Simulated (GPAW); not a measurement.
# Does Mg15MnO16 (MgO32 Mn1) carry moments in GPAW?, part 2 of 2

Wanted: the moments of Mg15MnO16 (MgO32 Mn1) and the energy gained by spin polarisation.

GPAW 26.7.0; PBE; plane waves with GPAW's PAW setups, scalar-relativistic.

So far. Step 2 (Order 1, typed as ferro +): After 26 cycles the largest moment stands at 4.30 μB.

**3. Start 2: no spin polarisation**

This run holds no moments, which gives a state to set the others against.

nospin.py

```python
import json
import numpy as np
from ase import Atoms
from ase.parallel import paropen, parprint
from gpaw import GPAW

atoms = Atoms(['Mn', 'O', 'Mg', 'O', 'Mg', 'O', 'Mg', 'O', 'Mg', 'O', 'Mg', 'O', 'Mg', 'O', 'Mg', 'O', 'Mg', 'O', 'Mg', 'O', 'Mg', 'O', 'Mg', 'O', 'Mg', 'O', 'Mg', 'O', 'Mg', 'O', 'Mg', 'O'],
    cell=[[8.424, 0.0, 0.0],
         [0.0, 8.424, 0.0],
         [0.0, 0.0, 4.212]],
    scaled_positions=[[0.0, 0.0, 0.0],
         [0.25, 0.0, 0.0],
         [0.0, 0.25, 0.5],
         [0.25, 0.25, 0.5],
         [0.25, 0.0, 0.5],
         [0.0, 0.0, 0.5],
         [0.25, 0.25, 0.0],
         [0.0, 0.25, 0.0],
         [0.0, 0.5, 0.0],
         [0.25, 0.5, 0.0],
         [0.0, 0.75, 0.5],
         [0.25, 0.75, 0.5],
         [0.25, 0.5, 0.5],
         [0.0, 0.5, 0.5],
         [0.25, 0.75, 0.0],
         [0.0, 0.75, 0.0],
         [0.5, 0.0, 0.0],
         [0.75, 0.0, 0.0],
         [0.5, 0.25, 0.5],
         [0.75, 0.25, 0.5],
         [0.75, 0.0, 0.5],
         [0.5, 0.0, 0.5],
         [0.75, 0.25, 0.0],
         [0.5, 0.25, 0.0],
         [0.5, 0.5, 0.0],
         [0.75, 0.5, 0.0],
         [0.5, 0.75, 0.5],
         [0.75, 0.75, 0.5],
         [0.75, 0.5, 0.5],
         [0.5, 0.5, 0.5],
         [0.75, 0.75, 0.0],
         [0.5, 0.75, 0.0]],
    pbc=True)
atoms.calc = GPAW(mode={'name': 'pw', 'ecut': 600},
    xc='PBE',
    kpts={'size': (3, 3, 6), 'gamma': True},
    occupations={'name': 'fermi-dirac', 'width': 0.05},
    convergence={'density': 1e-05, 'energy': 1e-05},
    maxiter=200,
    mixer={'name': 'pulay', 'beta': 0.05, 'nmaxold': 6, 'weight': 50},
    symmetry={'tolerance': 1e-4},
    txt='nospin.txt')
e = atoms.get_potential_energy(force_consistent=True)
res = {'free_energy': e, 'energy_sigma0': atoms.get_potential_energy(), 'fermi_energy': atoms.calc.get_fermi_level()}
parprint(f'free energy: {e:.6f} eV')
atoms.calc.write('nospin.gpw')
with paropen('results.json', 'w') as f:
    json.dump(res, f)
```

On the command line:

```
$ OMP_NUM_THREADS=1 mpirun -n 4 gpaw python nospin.py > nospin.log
```

Numbers of over 12 decimals in the logs are rounded to 6 here.

Output:

```text
free energy: -197.201100 eV

--- nospin.txt ---
Input parameters:
  mode=PW(ecut=600),
  convergence={'density': 1e-05, 'energy': 1e-05},
  kpts=MonkhorstPack(size=(3, 3, 6), gamma=True),
  maxiter=200,
  mixer=Pulay(name='pulay', nmaxold=6, beta=0.05, weight=50, sigma=0.015, g_ss=None),
  occupations=Occupations(name='fermi-dirac', width=0.05),
  symmetry=Symmetry(tolerance=0.0001),
  xc=XC(name='PBE')

Diagonalizing LCAO Hamiltonian
Converting LCAO to pw mode
      .--------------------.
     /|                    |
    / |                    |
   /  |                    |
  /  Mg   O    Mg   O      |
 *  O .--Mg---O----Mg------.
 |Mg O O  Mg MgO  O Mg    /
 O  MgMg O O  Mg MgO     /
 | /                    /
 |/    Mg    O    Mg   /
 Mn---O----Mg----O----*

Atoms  # Å, Bohr magnetons
|    | symbol |        x |        y |        z |    initial magnetic moments |
|----|--------|----------|----------|----------|-----------------------------|
|  0 |     Mn | 0.000000 | 0.000000 | 0.000000 | ( 0.0000,  0.0000,  0.0000) |
|  1 |      O | 2.106000 | 0.000000 | 0.000000 | ( 0.0000,  0.0000,  0.0000) |
|  2 |     Mg | 0.000000 | 2.106000 | 2.106000 | ( 0.0000,  0.0000,  0.0000) |
|  3 |      O | 2.106000 | 2.106000 | 2.106000 | ( 0.0000,  0.0000,  0.0000) |
|  4 |     Mg | 2.106000 | 0.000000 | 2.106000 | ( 0.0000,  0.0000,  0.0000) |
|  5 |      O | 0.000000 | 0.000000 | 2.106000 | ( 0.0000,  0.0000,  0.0000) |
|  6 |     Mg | 2.106000 | 2.106000 | 0.000000 | ( 0.0000,  0.0000,  0.0000) |
|  7 |      O | 0.000000 | 2.106000 | 0.000000 | ( 0.0000,  0.0000,  0.0000) |
|  8 |     Mg | 0.000000 | 4.212000 | 0.000000 | ( 0.0000,  0.0000,  0.0000) |
|  9 |      O | 2.106000 | 4.212000 | 0.000000 | ( 0.0000,  0.0000,  0.0000) |
| 10 |     Mg | 0.000000 | 6.318000 | 2.106000 | ( 0.0000,  0.0000,  0.0000) |
| 11 |      O | 2.106000 | 6.318000 | 2.106000 | ( 0.0000,  0.0000,  0.0000) |
| 12 |     Mg | 2.106000 | 4.212000 | 2.106000 | ( 0.0000,  0.0000,  0.0000) |
| 13 |      O | 0.000000 | 4.212000 | 2.106000 | ( 0.0000,  0.0000,  0.0000) |
| 14 |     Mg | 2.106000 | 6.318000 | 0.000000 | ( 0.0000,  0.0000,  0.0000) |
| 15 |      O | 0.000000 | 6.318000 | 0.000000 | ( 0.0000,  0.0000,  0.0000) |
| 16 |     Mg | 4.212000 | 0.000000 | 0.000000 | ( 0.0000,  0.0000,  0.0000) |
| 17 |      O | 6.318000 | 0.000000 | 0.000000 | ( 0.0000,  0.0000,  0.0000) |
| 18 |     Mg | 4.212000 | 2.106000 | 2.106000 | ( 0.0000,  0.0000,  0.0000) |
| 19 |      O | 6.318000 | 2.106000 | 2.106000 | ( 0.0000,  0.0000,  0.0000) |
| 20 |     Mg | 6.318000 | 0.000000 | 2.106000 | ( 0.0000,  0.0000,  0.0000) |
| 21 |      O | 4.212000 | 0.000000 | 2.106000 | ( 0.0000,  0.0000,  0.0000) |
| 22 |     Mg | 6.318000 | 2.106000 | 0.000000 | ( 0.0000,  0.0000,  0.0000) |
| 23 |      O | 4.212000 | 2.106000 | 0.000000 | ( 0.0000,  0.0000,  0.0000) |
| 24 |     Mg | 4.212000 | 4.212000 | 0.000000 | ( 0.0000,  0.0000,  0.0000) |
| 25 |      O | 6.318000 | 4.212000 | 0.000000 | ( 0.0000,  0.0000,  0.0000) |
| 26 |     Mg | 4.212000 | 6.318000 | 2.106000 | ( 0.0000,  0.0000,  0.0000) |
| 27 |      O | 6.318000 | 6.318000 | 2.106000 | ( 0.0000,  0.0000,  0.0000) |
| 28 |     Mg | 6.318000 | 4.212000 | 2.106000 | ( 0.0000,  0.0000,  0.0000) |
| 29 |      O | 4.212000 | 4.212000 | 2.106000 | ( 0.0000,  0.0000,  0.0000) |
| 30 |     Mg | 6.318000 | 6.318000 | 0.000000 | ( 0.0000,  0.0000,  0.0000) |
| 31 |      O | 4.212000 | 6.318000 | 0.000000 | ( 0.0000,  0.0000,  0.0000) |

Unit cell  # Å
| periodic |        x |        y |        z |  lengths |    angles |
|----------|----------|----------|----------|----------|-----------|
|      yes | 8.424000 | 0.000000 | 0.000000 | 8.424000 | 90.000000 |
|      yes | 0.000000 | 8.424000 | 0.000000 | 8.424000 | 90.000000 |
|      yes | 0.000000 | 0.000000 | 4.212000 | 4.212000 | 90.000000 |

Number of symmetries: 16

BZ-sampling:
  Number of BZ points: 54
  Number of IBZ points: 12

  Monkhorst-Pack size: [3, 3, 6]
  Monkhorst-Pack shift: [0.0, 0.0, 0.083333]

Plane wave coefficients: 10005
Cutoff: 600.0 eV

Spin-components: 1 (collinear spins)
Bands:           161
Projectors:      161
Spin-degeneracy: 2
Datatype:        complex128

Parallelization:
  kpt:    4
  domain: 1
  band:   1

Density:
  Valence electrons: 261.0
  Components: 1
  Grid points: [48 48 24]
  Charge: 0.0  # |e|

Potential:
  Grid points: [48 48 24]

[... setups left out ...]
Reference energy: -145912.398221  # eV

eigensolver:
  PPCG
  Converge bands: occupied
  niter=2

density mixing:
  Pulay-Mixer
  Linear mixing parameters: 0.05
  Old densities: 6
  Fourier metric: weight=50, sigma=0.015

occupation numbers:
  Fermi-Dirac:
    width: 0.0500  # eV

poisson solver:
  ecut: 4800.0  # eV

xc functional:
  name: PBE with 2 nearest neighbor stencil

convergence criteria:
- Maximum integral of absolute [dens]ity change: 1e-05 electrons / valence electron
- Maximum [total energy] change in last 3 cyles: 1e-05 eV / valence electron
- Maximum integral of absolute [eigenst]ate change: 4e-08 eV^2 / valence electron
maximum number of iterations: 200

SCF iterations
|iter     |      energy | eigst |  dens |
|---------|-------------|-------|-------|
|iter:   1|       0s | -216.122965 | +0.84 |       |
|iter:   2|      15s | -211.100352 | -0.37 | -0.99 |
|iter:   3|      30s | -197.401218 | +0.33 | -1.05 |
|iter:   4|      46s | -197.923206 | -0.09 | -1.41 |
|iter:   5|      62s | -197.347938 | -1.27 | -1.51 |
|iter:   6|      77s | -197.307849 | -2.16 | -1.66 |
|iter:   7|      93s | -197.198603 | -0.82 | -1.62 |
|iter:   8|     108s | -197.158835 | -1.94 | -2.46 |
|iter:   9|     123s | -197.177760 | -2.30 | -2.69 |
|iter:  10|     138s | -197.170370 | -3.52 | -2.61 |
|iter:  11|     153s | -197.166393 | -3.64 | -2.74 |
|iter:  12|     168s | -197.164227 | -3.93 | -2.88 |
|iter:  13|     184s | -197.162613 | -3.53 | -3.02 |
|iter:  14|     200s | -197.162802c| -4.81 | -3.60 |
|iter:  15|     217s | -197.162726c| -4.93 | -3.76 |
|iter:  16|     233s | -197.162724c| -6.25 | -3.98 |
|iter:  17|     251s | -197.162703c| -6.24 | -4.02 |
|iter:  18|     266s | -197.162725c| -6.24 | -4.13 |
|iter:  19|     282s | -197.162721c| -6.33 | -4.22 |
|iter:  20|     297s | -197.162728c| -7.30 | -4.23 |
|iter:  21|     312s | -197.162727c| -7.44c| -4.32 |
|iter:  22|     328s | -197.162729c| -7.06 | -4.44 |
|iter:  23|     343s | -197.162734c| -7.57c| -4.87 |
|iter:  24|     351s | -197.162734c| -8.08c| -5.36c|

Converged in 24 steps
Energy contributions relative to reference atoms: (reference = -145912.398221)

Energy contributions:
  Kinetic:         181.626132
  Coulomb:        -150.751906
  Zero:              1.941086
  External:          0.000000
  Xc:             -229.939679
  Entropy:          -0.076732
  Spinorbit:         0.000000
  ----------------------------
  Free energy:    -197.201100
  Extrapolated:   -197.162734

dipole moment: (-149.411986, -149.411986, -146.094625)  # |e|*Ang

Fermi level: 8.499
Eigenvalues  # (at kpt = [0.000, 0.000, 0.000])
| band index |      eig [eV] | occ [0-2] |
|------------|---------------|-----------|
|          0 |       -70.489 |     2.000 |
|        ... |               |           |
|        123 |         4.298 |     2.000 |
|        124 |         4.298 |     2.000 |
|        125 |         4.926 |     2.000 |
|        126 |         4.926 |     2.000 |
|        127 |         4.927 |     2.000 |
|        128 |         7.915 |     2.000 |
|        129 |         7.915 |     2.000 |
|        130 |         8.361 |     1.881 |
|        131 |         8.919 |     0.000 |
|        132 |         9.735 |     0.000 |
|        133 |         9.858 |     0.000 |
|        134 |        13.062 |     0.000 |
|        135 |        13.062 |     0.000 |
|        136 |        13.154 |     0.000 |
|        137 |        13.229 |     0.000 |
|        138 |        14.380 |     0.000 |
|        ... |               |           |
|        160 |        17.885 |     0.000 |

No gap
No difference between direct/indirect transitions
```

The job ended after 6.4 min (4 MPI ranks of Arm Neoverse V1, shared host; peak memory 2.1 GiB).

Numbers from this step:

* final state: non-magnetic (no spin polarisation)

It lies 1278 meV a seeded atom over the first start.

**4. Ranking**

These are free energies at a smearing of 0.05 eV, so its entropy term is in the differences. They are divided by the number of seeded atoms, so that cells of unlike size compare.

Orders:

| start | final state | typed order kept | energy over the lowest (meV a seeded atom) | largest site moment (μB) | net moment (μB a primitive cell) | mesh matched | CPU time (s) |
| --- | --- | --- | --- | --- | --- | --- | --- |
| ferro + | ferromagnetic | yes | 0 | 4.298 | 5 | yes | 3163 |
| no spin polarisation | non-magnetic | - | 1278 | 0 | 0 | yes | 1524 |

**5. Outcome**

```json
{
  "lower run": "with moments",
  "largest site moment": "4.30 μB",
  "energy gained by spin polarisation": "1278 meV a seeded atom"
}
```

**Reading.** The crystal holds moments, up to 4.30 μB, and gains 1278 meV a seeded atom by them. No antiferromagnetic order was tried, so the session says nothing on how the moments order.

[Logs and program files are shortened in this print: banners, set-up blocks, solver, clock and traceback lines can be left out without a mark of their own.]

[Logs are printed without paths, hosts, clocks, repeated set-up lines and the standing remarks that a program may print on its own settings, such as how far it seeks lower states.]

[Hosts, paths, dates, database ids (printed as entryN), source tags and the programs' standing remarks are cut or masked in the printed files.]

[Where a cell is said to come from a database of computed structures, the database is the Materials Project.]
